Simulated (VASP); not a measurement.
# Ta in VASP: a series of runs

One sheet, Ta, is run at these levels: PBE, BEEF-vdW; tasks: work function, density of states.

Program: VASP 6.6.1. These are calculated values, not measurements. Logs are shortened: lines on timing, memory, paths and dates and some standing lists are left out, and cuts for length are marked.

**1. Starting point**

The cell holds a sheet with vacuum, 2 atoms: a = 2.719 Å, b = 2.719 Å, c = 28.487 Å, α = 90.00°, β = 90.00°, γ = 90.00°.

The cell was built by a generator and needn't be a form met in nature.

**2. Work function, PBE**

INCAR

```
PREC = Accurate
ENCUT = 520
EDIFF = 1E-6
ISMEAR = 0
SIGMA = 0.05
LREAL = F
LASPH = T
NELM = 100
ALGO = Fast
ISIF = 2
LWAVE = F
LCHARG = T
LDIPOL = T
IDIPOL = 3
DIPOL = 0.5 0.5 0.263
GGA = PE
LELF = T
LVHAR = T
LVACPOTAV = T
```

KPOINTS

```
Automatic mesh
0
Gamma
  10 10 1
```

POSCAR

```
Ta
1.0
    2.7189800000      0.0000000000      0.0000000000
    0.0000000000      2.7189800000      0.0000000000
    0.0000000000      0.0000000000     28.4866400000
Ta
2
Direct
    1.0000000000      0.5000000000      0.3026400000
    0.5000000000      0.0000000000      0.2239200000
```

Potentials or basis: VASP PAW PBE potentials, release 64 (Ta_pv).

Run with:

```
> cat potpaw_PBE.64/Ta_pv/POTCAR > POTCAR
> mpirun -np 1 vasp_std > vasp.out
```

OUTCAR:

```text
PREC = Accurate
   ENCUT = 520
   EDIFF = 1E-6
   ISMEAR = 0
   LREAL = F
   LASPH = T
   NELM = 100
   ISIF = 2
   GGA = PE

 ion  position               nearest neighbor table
   1  0.000  0.500  0.303-   2 2.95   2 2.95   2 2.95   2 2.95
   2  0.500  0.000  0.224-   1 2.95   1 2.95   1 2.95   1 2.95

  LATTYP: Found a simple tetragonal cell.
 ALAT       =     2.7189800000
 C/A-ratio  =    10.4769582711

  Lattice vectors:

 A1 = (   2.7189800000,   0.0000000000,   0.0000000000)
 A2 = (   0.0000000000,   2.7189800000,   0.0000000000)
 A3 = (   0.0000000000,   0.0000000000,  28.4866400000)

Analysis of symmetry for initial positions (statically):
=====================================================================
 Subroutine PRICEL returns:
 Original cell was already a primitive cell.

 Routine SETGRP: Setting up the symmetry group for a
 simple tetragonal supercell.

 Subroutine GETGRP returns: Found 16 space group operations
 (whereof  4 operations were pure point group operations)
 out of a pool of 16 trial point group operations.

The static configuration has the point symmetry C_2v.
 The point group associated with its full space group is D_4h.

Analysis of symmetry for dynamics (positions and initial velocities):
=====================================================================
 Subroutine PRICEL returns:
 Original cell was already a primitive cell.

 Routine SETGRP: Setting up the symmetry group for a
 simple tetragonal supercell.

 Subroutine GETGRP returns: Found 16 space group operations
 (whereof  4 operations were pure point group operations)
 out of a pool of 16 trial point group operations.

The dynamic configuration has the point symmetry C_2v.
 The point group associated with its full space group is D_4h.

 Subroutine INISYM returns: Found 16 space group operations
 (whereof  4 operations are pure point group operations),
 and found     1 'primitive' translations

----------------------------------------------------------------------------------------

                                     Primitive cell

  volume of cell :     210.5975

  direct lattice vectors                    reciprocal lattice vectors
     2.718980000  0.000000000  0.000000000     0.367784978  0.000000000  0.000000000
     0.000000000  2.718980000  0.000000000     0.000000000  0.367784978  0.000000000
     0.000000000  0.000000000 28.486640000     0.000000000  0.000000000  0.035104175

  length of vectors
     2.718980000  2.718980000 28.486640000     0.367784978  0.367784978  0.035104175

  position of ions in fractional coordinates (direct lattice)
     0.000000000  0.500000000  0.302640000
     0.500000000  0.000000000  0.223920000

  ion indices of the primitive-cell ions
   primitive index   ion index
                 1           1
                 2           2

----------------------------------------------------------------------------------------

 KPOINTS: Automatic mesh

Automatic generation of k-mesh.
 Grid dimensions read from file:
 generate k-points for:   10   10    1

 Generating k-lattice:

  Cartesian coordinates                     Fractional coordinates (reciprocal lattice)
     0.036778498  0.000000000  0.000000000     0.100000000  0.000000000  0.000000000
     0.000000000  0.036778498  0.000000000     0.000000000  0.100000000  0.000000000
     0.000000000  0.000000000  0.035104175     0.000000000  0.000000000  1.000000000

  Length of vectors
     0.036778498  0.036778498  0.035104175

  Shift w.r.t. Gamma in fractional coordinates (k-lattice)
     0.000000000  0.000000000  0.000000000

 Subroutine IBZKPT returns following result:
 ===========================================

 Found     21 irreducible k-points:

 Following reciprocal coordinates:
            Coordinates               Weight
  0.000000  0.000000  0.000000      1.000000
  0.100000  0.000000  0.000000      4.000000
  0.200000  0.000000  0.000000      4.000000
  0.300000  0.000000  0.000000      4.000000
  0.400000  0.000000  0.000000      4.000000
  0.500000  0.000000  0.000000      2.000000
[... 13 lines left out ...]
  0.500000  0.400000  0.000000      4.000000
  0.500000  0.500000  0.000000      1.000000
   k-points           NKPTS =     21   k-points in BZ     NKDIM =     21   number of bands    NBANDS=     15
   number of dos      NEDOS =    301   number of ions     NIONS =      2
   total plane-waves  NPLWV =  86400
   dimension x,y,z NGX =    20 NGY =   20 NGZ =  216
   dimension x,y,z NGXF=    40 NGYF=   40 NGZF=  432
   ions per type =               2
   NGX,Y,Z   is equivalent  to a cutoff of  12.23, 12.23, 12.61 a.u.
   NGXF,Y,Z  is equivalent  to a cutoff of  24.46, 24.46, 25.21 a.u.
 SYSTEM =  unknown system
   PREC   = accura    normal or accurate (medium, high low for compatibility)
   ISTART =      0    job   : 0-new  1-cont  2-samecut
   ICHARG =      2    charge: 1-file 2-atom 10-const
   ISPIN  =      1    spin polarized calculation?
   LNONCOLLINEAR =      F non collinear calculations
   LSORBIT =      F    spin-orbit coupling
   LASPH  =      T    aspherical Exc in radial PAW
   ENCUT  =  520.0 eV  38.22 Ry    6.18 a.u.   5.06  5.06 52.97*2*pi/ulx,y,z
   NELM   =    100;   NELMIN=  2; NELMDL= -5     # of ELM steps
   EDIFF  = 0.1E-05   stopping-criterion for ELM
   LREAL  =      F    real-space projection
   EDIFFG = 0.1E-04   stopping-criterion for IOM
   NSW    =      0    number of steps for IOM
   IBRION =     -1    ionic relax: 0-MD 1-quasi-New 2-CG
   NFREE  =      0    steps in history (QN), initial steepest desc. (CG)
   ISIF   =      2    stress and relaxation
   ISYM   =      2    0-nonsym 1-usesym 2-fastsym
   POTIM  = 0.5000    time-step for ionic-motion
   TEBEG  =    0.0;   TEEND  =   0.0 temperature during run
   PSTRESS=    0.0 pullay stress
   NELECT =      22.0000    total number of electrons
   NUPDOWN=      -1.0000    fix difference up-down
   EMIN   =  10.00;   EMAX   =-10.00  energy-range for DOS
   EFERMI =   0.00;   METHOD = LEGACY
   ISMEAR =     0;   SIGMA  =   0.05  broadening in eV -4-tet -1-fermi 0-gaus
   EFERMI_NEDOS =   21; number of points for ismear=-14 and -15
   IALGO  =     68    algorithm
   IMIX   =      4    mixing-type and parameters
     AMIX     =   0.40;   BMIX     =  1.00
     AMIX_MAG =   1.60;   BMIX_MAG =  1.00
  volume/ion in A,a.u.               =     105.30       710.59
  Fermi-wavevector in a.u.,A,eV,Ry     =   0.771018  1.457013  8.088243  0.594469
  Thomas-Fermi vector in A             =   1.872346
   LORBIT       =      0    0 simple, 1 ext, 2 COOP (PROOUT), +10 PAW based schemes
   GGA     = PE    functional components
   LHFCALC =     F    Hartree Fock is set to
   AEXX    =    0.0000 exact exchange contribution
   IVDW    =     0    specifies the selected vdW correction
   LEPSILON=     F    determine dielectric tensor
   LRPA    =     F    only Hartree local field effects (RPA)
 non-spin polarized calculation
 RMM-DIIS sequential band-by-band and
 Gauss-broadening in eV      SIGMA  =   0.05
  energy-cutoff  :      520.00
  volume of cell :      210.60
 maximum number of plane-waves:      5714
   NGX = 11   NGY = 11   NGZ =105

 dipolmoment           0.000000      0.000000     -0.000010 electrons x Angstroem

 number of electron      22.0000008 magnetization

 dipolmoment           0.000000      0.000000      0.000001 electrons x Angstroem

 Free energy of the ion-electron system (eV)
  ---------------------------------------------------
  ext. energy  EPLUGINS =         0.00000000
  ---------------------------------------------------
  free energy    TOTEN  =       -21.15551619 eV

  energy without entropy =      -21.15326734  energy(sigma->0) =      -21.15439176

 E-fermi :  -2.7164     XC(G=0):  -2.8554

 val. band max:       -2.7374707750   @ k =   0.4000   0.1000   0.0000
 cond. band min:      -2.6591137899   @ k =   0.2000   0.2000   0.0000
 fundamental gap:      0.0783569851
 Fermi energy:        -2.7163994142

 k-point     1 :       0.0000    0.0000    0.0000
  band No.  band energies     occupation
      1     -37.4430      2.00000
      2     -36.8249      2.00000
      3     -36.4261      2.00000
      4     -36.4261      2.00000
      5     -36.2712      2.00000
      6     -36.2712      2.00000
      7      -9.8994      2.00000
      8      -7.8926      2.00000
      9      -5.9681      2.00000
     10      -4.6205      2.00000
     11      -3.6821      2.00000
     12      -2.7911      1.96536
     13      -1.8305      0.00000
     14      -0.3386      0.00000
     15      -0.3386      0.00000

 k-point     2 :       0.1000    0.0000    0.0000
  band No.  band energies     occupation
      1     -37.4201      2.00000
      2     -36.8430      2.00000
      3     -36.5324      2.00000
      4     -36.4116      2.00000
      5     -36.3989      2.00000
      6     -36.2640      2.00000
      7      -9.5757      2.00000
      8      -7.5669      2.00000
      9      -5.6939      2.00000
     10      -4.3669      2.00000
     11      -3.7279      2.00000
     12      -2.6190      0.00585
     13      -2.1601      0.00000
     14      -0.5908      0.00000
     15      -0.2708      0.00000

 k-point     3 :       0.2000    0.0000    0.0000
  band No.  band energies     occupation
      1     -37.3663      2.00000
      2     -36.9827      2.00000
      3     -36.7123      2.00000
      4     -36.7123      2.00000
      5     -36.3725      2.00000
      6     -36.2464      2.00000
      7      -8.7461      2.00000
      8      -6.8872      2.00000
      9      -4.8094      2.00000
     10      -3.9324      2.00000
     11      -3.7638      2.00000
     12      -2.9543      2.00000
     13      -1.9427      0.00000
     14      -0.8198      0.00000
     15      -0.1333      0.00000

 k-point     4 :       0.3000    0.0000    0.0000
  band No.  band energies     occupation
      1     -37.3739      2.00000
      2     -37.3032      2.00000
      3     -36.9937      2.00000
      4     -36.7802      2.00000
      5     -36.3201      2.00000
      6     -36.2280      2.00000
      7      -7.7512      2.00000
      8      -6.3757      2.00000
      9      -4.4754      2.00000
     10      -3.6826      2.00000
     11      -3.2171      2.00000
     12      -3.1792      2.00000
     13      -0.6631      0.00000
     14      -0.5861      0.00000
     15      -0.1915      0.00000
[... 253 lines left out ...]
 k-point    19 :       0.4000    0.4000    0.0000
  band No.  band energies     occupation
      1     -37.4729      2.00000
      2     -37.4584      2.00000
      3     -37.2472      2.00000
      4     -37.2001      2.00000
      5     -36.8903      2.00000
      6     -36.8242      2.00000
      7      -6.4935      2.00000
      8      -6.3295      2.00000
      9      -5.1584      2.00000
     10      -4.9320      2.00000
     11      -2.1056      0.00000
     12      -0.9991      0.00000
     13       0.1105      0.00000
     14       0.7314      0.00000
     15       1.5934      0.00000

 k-point    20 :       0.5000    0.4000    0.0000
  band No.  band energies     occupation
      1     -37.5277      2.00000
      2     -37.5277      2.00000
      3     -37.2419      2.00000
      4     -37.2419      2.00000
      5     -36.8542      2.00000
      6     -36.8542      2.00000
      7      -6.6361      2.00000
      8      -6.6361      2.00000
      9      -5.1547      2.00000
     10      -5.1547      2.00000
     11      -1.4011      0.00000
     12      -1.4011      0.00000
     13       0.4627      0.00000
     14       0.4627      0.00000
     15       2.2851      0.00000

 k-point    21 :       0.5000    0.5000    0.0000
  band No.  band energies     occupation
      1     -37.5590      2.00000
      2     -37.5590      2.00000
      3     -37.2914      2.00000
      4     -37.2914      2.00000
      5     -36.8497      2.00000
      6     -36.8497      2.00000
      7      -6.8925      2.00000
      8      -6.8925      2.00000
      9      -5.2203      2.00000
     10      -5.2203      2.00000
     11      -1.1527      0.00000
     12      -1.1527      0.00000
     13       0.3060      0.00000
     14       0.3060      0.00000
     15       3.5595      0.00000

------------------------ aborting loop because EDIFF is reached ----------------------------------------

  FORCE on cell =-STRESS in cart. coord.  units (eV):
  Direction    XX          YY          ZZ          XY          YZ          ZX
  --------------------------------------------------------------------------------------
  -------------------------------------------------------------------------------------
  Total        0.2154426      0.2154426     -0.2207495      0.0000000      0.0000000      0.0000000
  in kB        1.6390377      1.6390377     -1.6794110      0.0000000      0.0000000      0.0000000
  external PRESSURE =       0.5328882 kB  Pullay stress =       0.0000000 kB

 VOLUME and BASIS-vectors are now :
 -----------------------------------------------------------------------------
  energy-cutoff  :      520.00
  volume of cell :      210.60
      direct lattice vectors                 reciprocal lattice vectors
     2.718980000  0.000000000  0.000000000     0.367784978  0.000000000  0.000000000
     0.000000000  2.718980000  0.000000000     0.000000000  0.367784978  0.000000000
     0.000000000  0.000000000 28.486640000     0.000000000  0.000000000  0.035104175

 POSITION                                       TOTAL-FORCE (eV/Angst)
 -----------------------------------------------------------------------------------
      0.00000      1.35949      8.62120         0.000000     -0.000000     -0.093605
      1.35949      0.00000      6.37873        -0.000000      0.000000      0.093605
 -----------------------------------------------------------------------------------
    total drift:                                0.000000      0.000000     -0.000030

  FREE ENERGIE OF THE ION-ELECTRON SYSTEM (eV)
  ---------------------------------------------------
  free  energy   TOTEN  =       -21.1555161918 eV

  energy  without entropy=      -21.1532673362  energy(sigma->0) =      -21.15439176

 vacuum level on the upper side and lower side of the slab         1.902         1.902
```

Run time: 51 s. Hardware: 1 thread of Intel Xeon 6975P-C (Granite Rapids), shared host; peak memory 0.29 GiB.

Results:

```
Free energy                     : -21.1555 eV
Largest force                   : 0.094 eV/Å
Band gap on the k mesh          : none (metal or under the smearing width)
Work function of the upper face : 4.62 eV
Work function of the lower face : 4.62 eV
```

Forces in eV/Å, atoms in the order of the input:
```
Ta   0.000  0.000 -0.094
Ta   0.000  0.000  0.094
```

The run has no spin-orbit coupling, so splittings on Ta are missing.

**3. Density of states, BEEF-vdW**

POSCAR is that of step 2.

INCAR.step1

```
PREC     = Accurate       # precision mode
ENCUT    = 500            # plane-wave cutoff, eV
EDIFF    = 1E-6           # SCF threshold, eV
ISMEAR   = -1             # smearing method
SIGMA    = 0.02           # smearing width, eV
LREAL    = F              # projectors in reciprocal space
LASPH    = T              # aspherical terms in the spheres
NELM     = 80             # most SCF steps
ALGO     = Normal         # electronic algorithm
ISIF     = 2              # what is computed and relaxed
LWAVE    = F              # write WAVECAR
LCHARG   = T              # write CHGCAR
LMAXMIX  = 4              # l up to which the mixer works
LDIPOL   = T            
IDIPOL   = 3            
DIPOL    = 0.5 0.5 0.263
GGA      = BF             # functional
LUSE_VDW = T            
ZAB_VDW  = -1.8867      
NBANDS   = 12             # bands
```

KPOINTS.step1

```
regular mesh
0
Gamma
  10 10 1
```

INCAR.step2

```
PREC     = Accurate       # precision mode
ENCUT    = 500            # plane-wave cutoff, eV
EDIFF    = 1E-6           # SCF threshold, eV
ISMEAR   = -5             # smearing method
SIGMA    = 0.02           # smearing width, eV
LREAL    = F              # projectors in reciprocal space
LASPH    = T              # aspherical terms in the spheres
NELM     = 80             # most SCF steps
ALGO     = Normal         # electronic algorithm
ISIF     = 2              # what is computed and relaxed
LWAVE    = F              # write WAVECAR
LCHARG   = F              # write CHGCAR
LMAXMIX  = 4              # l up to which the mixer works
LDIPOL   = T            
IDIPOL   = 3            
DIPOL    = 0.5 0.5 0.263
GGA      = BF             # functional
LUSE_VDW = T            
ZAB_VDW  = -1.8867      
LORBIT   = 11             # projections on sites
NBANDS   = 12             # bands
NEDOS    = 2001           # points of the DOS
ICHARG   = 11             # starting density
```

KPOINTS.step2

```
regular mesh
0
Gamma
  15 15 1
```

Potentials or basis: VASP PAW PBE potentials, release 64 (Ta).

Run with:

```
> cat potpaw_PBE.64/Ta/POTCAR > POTCAR
> cp INCAR.step1 INCAR
> cp KPOINTS.step1 KPOINTS
> mpirun -np 1 vasp_std > vasp.out
> cp INCAR.step2 INCAR
> cp KPOINTS.step2 KPOINTS
> mpirun -np 1 vasp_std > vasp.out
```

It took 3.2 min on 1 thread of Intel Xeon 6975P-C (Granite Rapids), shared host; peak memory 0.7 GiB.

It converged, with:

```
Valence electrons inside the program's atomic spheres : Ta 4.74
```

Levels at points of the mesh, in eV from the Fermi level:
| k point | band 3 | band 4 | band 5 | band 6 | band 7 | band 8 |
| --- | --- | --- | --- | --- | --- | --- |
| (0.00, 0.00, 0.00) | -3.17 | -1.84 | -0.93 | -0.05 | 0.91 | 2.39 |

States per cell in windows of 1 eV (zero at the Fermi level; states under -7 eV left out):
| from (eV) | total | Ta1_d | Ta2_d | Ta1_p | Ta2_p | Ta1_s | Ta2_s |
| --- | --- | --- | --- | --- | --- | --- | --- |
| -7.0 | 0.21 | 0.00 | 0.00 | 0.01 | 0.01 | 0.09 | 0.09 |
| -6.0 | 0.28 | 0.01 | 0.01 | 0.02 | 0.02 | 0.11 | 0.11 |
| -5.0 | 0.74 | 0.13 | 0.13 | 0.05 | 0.05 | 0.19 | 0.19 |
| -4.0 | 2.16 | 0.68 | 0.68 | 0.12 | 0.12 | 0.28 | 0.28 |
| -3.0 | 1.70 | 0.70 | 0.70 | 0.07 | 0.07 | 0.06 | 0.06 |
| -2.0 | 2.90 | 1.15 | 1.15 | 0.14 | 0.14 | 0.04 | 0.04 |
| -1.0 | 2.26 | 0.75 | 0.75 | 0.18 | 0.18 | 0.04 | 0.04 |
| 0.0 | 2.02 | 0.68 | 0.68 | 0.15 | 0.15 | 0.05 | 0.05 |
| 1.0 | 2.29 | 0.82 | 0.82 | 0.12 | 0.12 | 0.05 | 0.05 |
| 2.0 | 3.98 | 1.46 | 1.46 | 0.19 | 0.19 | 0.07 | 0.07 |
| 3.0 | 1.48 | 0.49 | 0.49 | 0.12 | 0.12 | 0.03 | 0.03 |
| 4.0 | 2.34 | 0.69 | 0.69 | 0.08 | 0.08 | 0.03 | 0.03 |
| 5.0 | 1.23 | 0.38 | 0.38 | 0.12 | 0.12 | 0.02 | 0.02 |
| 6.0 | 0.47 | 0.12 | 0.12 | 0.06 | 0.06 | 0.01 | 0.01 |
| 7.0 | 0.29 | 0.07 | 0.07 | 0.04 | 0.04 | 0.01 | 0.01 |

Caveat: the PAW data sets were made with another functional, which shifts forces and pressure a little; tetrahedron occupations give inexact forces and stress in metals. The run has no spin-orbit coupling, so splittings on Ta are missing.

**4. The reference run**

An earlier run on the cell as given: functional PBE; potentials or basis VASP PAW PBE potentials, release 64 (Ta_pv); cutoff 520 eV; k mesh 10 × 10 × 1; occupations fermi-dirac, width 0.05 eV; no spin polarisation.

- Largest force: 0.068 eV/Å
- Band gap on the k mesh: none (metal or under the smearing width)

**5. Overview**

```tsv
task	level	potentials or basis	cutoff (eV)	smearing	k mesh for the DOS	occupations for the DOS	gap on the mesh (eV)	largest force (eV/Å)
work function	PBE	VASP PAW PBE potentials, release 64 (Ta_pv)	520	gaussian 0.05 eV	-	-	none	0.09
density of states	BEEF-vdW	VASP PAW PBE potentials, release 64 (Ta)	500	fermi-dirac 0.02 eV	15 × 15 × 1	tetrahedron	-	-
single point	PBE	VASP PAW PBE potentials, release 64 (Ta_pv)	520	fermi-dirac 0.05 eV	-	-	none	0.07
```

Alike in all rows: no spin polarisation; cell as given; k mesh 10 × 10 × 1.

Caveats: the PAW data sets were made with another functional, which shifts forces and pressure a little (some runs); tetrahedron occupations give inexact forces and stress in metals (some runs).

Absolute energies hang on the potentials; compare differences alone.
